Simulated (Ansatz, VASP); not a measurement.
**One calculation of B, two programs**

```xyz
3
Lattice="3.3116 0.0000 0.0000 -1.6558 2.8679 0.0000 0.0000 0.0000 2.0532" Properties=species:S:1:pos:R:3 pbc="T T T"
B     0.0000    0.0000    0.0000
B     0.0000    1.9120    1.0266
B     1.6558    0.9560    1.0266
```

Alike in both runs: task relaxation of cell and atoms; functional PBE; k mesh 12 × 12 × 16; occupations fermi-dirac, width 0.05 eV; no spin polarisation.

```csv
,VASP,Ansatz
version,VASP 6.6.1,Ansatz 0.2.0
potentials or method,"VASP PAW PBE potentials, release 64 (B)","PAW with Ansatz's default frozen-core files, scalar-relativistic"
plane-wave cutoff (eV),600,420
valence electrons in the cell,9,9
```

VASP gave:

- relaxed volume (Å³/atom): 6.69
- relaxed cell length with the largest relative difference (Å): 2.828
- energy change over the relaxation (meV/atom): -600

Question: Estimate Ansatz's values.

Answer: Relaxed volume (Å³/atom): 6.69; relaxed cell length with the largest relative difference (Å): 2.829; energy change over the relaxation (meV/atom): -602.
